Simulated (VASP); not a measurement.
# NaH (Fm-3m) in VASP: a series of runs

Runs on NaH. Level: PBE. Tasks: single point.

Program: VASP 6.6.1. These are calculated values, not measurements. Logs are shortened: lines on timing, memory, paths and dates and some standing lists are left out, and cuts for length are marked.

## Step 1: Starting point

The structure is cubic, space group Fm-3m (No. 225). The conventional cell has a = 4.880 Å, b = 4.880 Å, c = 4.880 Å, α = 90.00°, β = 90.00°, γ = 90.00°. Na (site symmetry m-3m) has 6 H at 2.44 Å as nearest neighbours. H (site symmetry m-3m) is surrounded by 6 Na at 2.44 Å.

## Step 2: Single point, PBE

INCAR

```
SYSTEM = NaH
PREC = Accurate
ENCUT = 450
EDIFF = 1E-6
ISMEAR = -5
SIGMA = 0.05
LREAL = .False.
LASPH = .True.
NELM = 100
ALGO = Normal
ISIF = 2
LWAVE = .False.
LCHARG = .False.
GGA = PE
NBANDS = 11
ADDGRID = .False.
```

KPOINTS

```
Automatic mesh
0
Gamma
  7 7 7
  0 0 0
```

POSCAR

```
NaH
1.0
    0.0000000000      2.4400000000      2.4400000000
    2.4400000000      0.0000000000      2.4400000000
    2.4400000000      2.4400000000      0.0000000000
Na H
1 1
Direct
    0.0000000000      0.0000000000      0.0000000000
    0.5000000000      0.5000000000      0.5000000000
```

Potentials or basis: VASP PAW PBE potentials, release 64 (Na_pv, H).

Started as:

```sh
$ cat potpaw_PBE.64/Na_pv/POTCAR potpaw_PBE.64/H/POTCAR > POTCAR
$ mpirun -np 1 vasp_std > vasp.out
```

OUTCAR:

```text
SYSTEM = NaH
   PREC = Accurate
   ENCUT = 450
   EDIFF = 1E-6
   ISMEAR = -5
   LREAL = .False.
   LASPH = .True.
   NELM = 100
   ISIF = 2
   GGA = PE

 Found     20 irreducible k-points:

 Following reciprocal coordinates:
            Coordinates               Weight
  0.000000  0.000000  0.000000      1.000000
  0.142857  0.000000  0.000000      8.000000
  0.285714  0.000000  0.000000      8.000000
  0.428571  0.000000  0.000000      8.000000
  0.142857  0.142857  0.000000      6.000000
  0.285714  0.142857  0.000000     24.000000
   k-points           NKPTS =     20   k-points in BZ     NKDIM =     20   number of bands    NBANDS=     11
   number of dos      NEDOS =    301   number of ions     NIONS =      2
   total plane-waves  NPLWV =  13824
   dimension x,y,z NGX =    24 NGY =   24 NGZ =   24
   dimension x,y,z NGXF=    48 NGYF=   48 NGZF=   48
   ions per type =               1   1
   NGX,Y,Z   is equivalent  to a cutoff of  11.56, 11.56, 11.56 a.u.
   NGXF,Y,Z  is equivalent  to a cutoff of  23.13, 23.13, 23.13 a.u.
 SYSTEM =  NaH
   PREC   = accura    normal or accurate (medium, high low for compatibility)
   ISTART =      0    job   : 0-new  1-cont  2-samecut
   ICHARG =      2    charge: 1-file 2-atom 10-const
   ISPIN  =      1    spin polarized calculation?
   LNONCOLLINEAR =      F non collinear calculations
   LSORBIT =      F    spin-orbit coupling
   LASPH  =      T    aspherical Exc in radial PAW
   ENCUT  =  450.0 eV  33.07 Ry    5.75 a.u.   5.97  5.97  5.97*2*pi/ulx,y,z
   NELM   =    100;   NELMIN=  2; NELMDL= -5     # of ELM steps
   EDIFF  = 0.1E-05   stopping-criterion for ELM
   LREAL  =      F    real-space projection
   EDIFFG = 0.1E-04   stopping-criterion for IOM
   NSW    =      0    number of steps for IOM
   IBRION =     -1    ionic relax: 0-MD 1-quasi-New 2-CG
   NFREE  =      0    steps in history (QN), initial steepest desc. (CG)
   ISIF   =      2    stress and relaxation
   ISYM   =      2    0-nonsym 1-usesym 2-fastsym
   POTIM  = 0.5000    time-step for ionic-motion
   TEBEG  =    0.0;   TEEND  =   0.0 temperature during run
   PSTRESS=    0.0 pullay stress
   NELECT =       8.0000    total number of electrons
   NUPDOWN=      -1.0000    fix difference up-down
   EMIN   =  10.00;   EMAX   =-10.00  energy-range for DOS
   EFERMI =   0.00;   METHOD = LEGACY
   ISMEAR =    -5;   SIGMA  =   0.05  broadening in eV -4-tet -1-fermi 0-gaus
   EFERMI_NEDOS =   21; number of points for ismear=-14 and -15
   IALGO  =     38    algorithm
   IMIX   =      4    mixing-type and parameters
     AMIX     =   0.40;   BMIX     =  1.00
     AMIX_MAG =   1.60;   BMIX_MAG =  1.00
  volume/ion in A,a.u.               =      14.53        98.03
  Fermi-wavevector in a.u.,A,eV,Ry     =   1.065054  2.012660 15.433636  1.134340
  Thomas-Fermi vector in A             =   2.200593
   LORBIT       =      0    0 simple, 1 ext, 2 COOP (PROOUT), +10 PAW based schemes
   GGA     = PE    functional components
   LHFCALC =     F    Hartree Fock is set to
   AEXX    =    0.0000 exact exchange contribution
   IVDW    =     0    specifies the selected vdW correction
   LEPSILON=     F    determine dielectric tensor
   LRPA    =     F    only Hartree local field effects (RPA)
 non-spin polarized calculation
 Fermi weights with tetrahedron method with Bloechl corrections
  energy-cutoff  :      450.00
  volume of cell :       29.05
 maximum number of plane-waves:       644
   NGX = 11   NGY = 11   NGZ = 11

 number of electron       7.9999989 magnetization

 Free energy of the ion-electron system (eV)
  ---------------------------------------------------
  ext. energy  EPLUGINS =         0.00000000
  ---------------------------------------------------
  free energy    TOTEN  =        -5.08524434 eV

  energy without entropy =       -5.08524434  energy(sigma->0) =       -5.08524434

 E-fermi :  -1.2148     XC(G=0):  -7.6733

 val. band max:       -1.2876629709   @ k =  -0.2857   0.4286   0.1429
 cond. band min:       2.8912854432   @ k =  -0.4286   0.1429   0.0000
 fundamental gap:      4.1789484140
 Fermi energy:        -1.2148279175

 k-point     1 :       0.0000    0.0000    0.0000
  band No.  band energies     occupation
      1     -23.3591      2.00000
      2     -23.3591      2.00000
      3     -23.3591      2.00000
      4      -4.7409      2.00000
      5       8.9593      0.00000
      6      14.1782      0.00000
      7      14.1782      0.00000
      8      14.1782      0.00000
      9      14.9681      0.00000
     10      14.9681      0.00000
     11      14.9681      0.00000

 k-point     2 :       0.1429    0.0000    0.0000
  band No.  band energies     occupation
      1     -23.3753      2.00000
      2     -23.3611      2.00000
      3     -23.3611      2.00000
      4      -4.4002      2.00000
      5       7.8583      0.00000
      6      11.2870      0.00000
      7      13.2304      0.00000
      8      13.2304      0.00000
      9      16.1177      0.00000
     10      16.1177      0.00000
     11      16.2670      0.00000

 k-point     3 :       0.2857    0.0000    0.0000
  band No.  band energies     occupation
      1     -23.4112      2.00000
      2     -23.3654      2.00000
      3     -23.3654      2.00000
      4      -3.4522      2.00000
      5       5.1790      0.00000
      6       9.8963      0.00000
      7      12.4299      0.00000
      8      12.4299      0.00000
      9      15.6926      0.00000
     10      15.6927      0.00000
     11      17.4369      0.00000

 k-point     4 :       0.4286    0.0000    0.0000
  band No.  band energies     occupation
      1     -23.4396      2.00000
      2     -23.3689      2.00000
      3     -23.3689      2.00000
      4      -2.2907      2.00000
      5       2.8962      0.00000
      6       9.4281      0.00000
      7      12.0448      0.00000
      8      12.0448      0.00000
      9      14.9529      0.00000
     10      14.9529      0.00000
     11      17.3913      0.00000

 k-point     5 :       0.1429    0.1429    0.0000
  band No.  band energies     occupation
      1     -23.3748      2.00000
      2     -23.3646      2.00000
      3     -23.3646      2.00000
      4      -4.2900      2.00000
      5       7.7710      0.00000
      6      11.8698      0.00000
      7      11.9127      0.00000
      8      11.9127      0.00000
      9      15.3792      0.00000
     10      16.8715      0.00000
     11      18.2011      0.00000

 k-point     6 :       0.2857    0.1429    0.0000
  band No.  band energies     occupation
      1     -23.4009      2.00000
      2     -23.3699      2.00000
      3     -23.3690      2.00000
      4      -3.5515      2.00000
      5       6.0305      0.00000
      6       9.2214      0.00000
      7      11.1282      0.00000
      8      13.0949      0.00000
      9      14.3381      0.00000
     10      16.7580      0.00000
     11      18.3487      0.00000

 [... further k-points ...]

------------------------ aborting loop because EDIFF is reached ----------------------------------------

  FORCE on cell =-STRESS in cart. coord.  units (eV):
  Direction    XX          YY          ZZ          XY          YZ          ZX
  --------------------------------------------------------------------------------------
  -------------------------------------------------------------------------------------
  Total       -0.1623457     -0.1623457     -0.1623457      0.0000000     -0.0000000      0.0000000
  in kB       -8.9526586     -8.9526586     -8.9526586      0.0000000     -0.0000000      0.0000000
  external PRESSURE =      -8.9526586 kB  Pullay stress =       0.0000000 kB

 VOLUME and BASIS-vectors are now :
 -----------------------------------------------------------------------------
  energy-cutoff  :      450.00
  volume of cell :       29.05
      direct lattice vectors                 reciprocal lattice vectors
     0.000000000  2.440000000  2.440000000    -0.204918033  0.204918033  0.204918033
     2.440000000  0.000000000  2.440000000     0.204918033 -0.204918033  0.204918033
     2.440000000  2.440000000  0.000000000     0.204918033  0.204918033 -0.204918033

 POSITION                                       TOTAL-FORCE (eV/Angst)
 -----------------------------------------------------------------------------------
      0.00000      0.00000      0.00000         0.000000      0.000000      0.000000
      2.44000      2.44000      2.44000        -0.000000     -0.000000     -0.000000
 -----------------------------------------------------------------------------------
    total drift:                                0.000000     -0.000000     -0.000000

  FREE ENERGIE OF THE ION-ELECTRON SYSTEM (eV)
  ---------------------------------------------------
  free  energy   TOTEN  =        -5.0852443446 eV

  energy  without entropy=       -5.0852443446  energy(sigma->0) =       -5.08524434
```

Run time: 3.5 s. Hardware: 1 thread of Intel Xeon Platinum 8259CL at 2.50GHz (Skylake/Cascade Lake), shared host; peak memory 0.13 GiB.

The run converged, but some of its settings lie outside the range that counts as converged, so its numbers aren't taken as properties of the crystal.

What came out:

- Free energy: -5.0852 eV
- Pressure: -0.9 GPa
- Band gap on the k mesh: 4.18 eV, indirect (least direct gap 4.79 eV)

Caveat: an odd mesh through Γ misses points on the zone boundary, where band edges often lie.

## Step 3: Single point, PBE

INCAR is that of step 2.

KPOINTS is that of step 2.

POSCAR

```
NaH
1.0
    0.0000000000      2.4400000000      2.4400000000
    2.4400000000      0.0000000000      2.4400000000
    2.4400000000      2.4400000000      0.0000000000
Na H
1 1
Direct
   -0.0187210000      0.0228060000      0.0160610000
    0.4668300000      0.5164870000      0.5214060000
```

Potentials or basis: VASP PAW PBE potentials, release 64 (Na_pv, H).

Started as:

```sh
$ cat potpaw_PBE.64/Na_pv/POTCAR potpaw_PBE.64/H/POTCAR > POTCAR
$ mpirun -np 1 vasp_std > vasp.out
```

Wall time 18 s (1 thread of Intel Xeon Platinum 8259CL at 2.50GHz (Skylake/Cascade Lake), shared host); peak memory 0.16 GiB.

The run converged, but some of its settings lie outside the range that counts as converged, so its numbers aren't taken as properties of the crystal.

What came out:

```yaml
Free_energy: -5.0841 eV
Pressure: -0.9 GPa
Largest_force: 0.043 eV/Å
Band_gap_on_the_k_mesh: 4.18 eV, indirect (least direct gap 4.79 eV)
```

Caveat: an odd mesh through Γ misses points on the zone boundary, where band edges often lie.

## Step 4: For comparison

An earlier run on the cell as given: functional PBE; potentials or basis VASP PAW PBE potentials, release 64 (Na_pv, H); cutoff 520 eV; k mesh 9 × 9 × 9; occupations fermi-dirac, width 0.05 eV; no spin polarisation.

* Pressure: -0.7 GPa
* Band gap on the k mesh: 4.01 eV, indirect (least direct gap 4.70 eV)
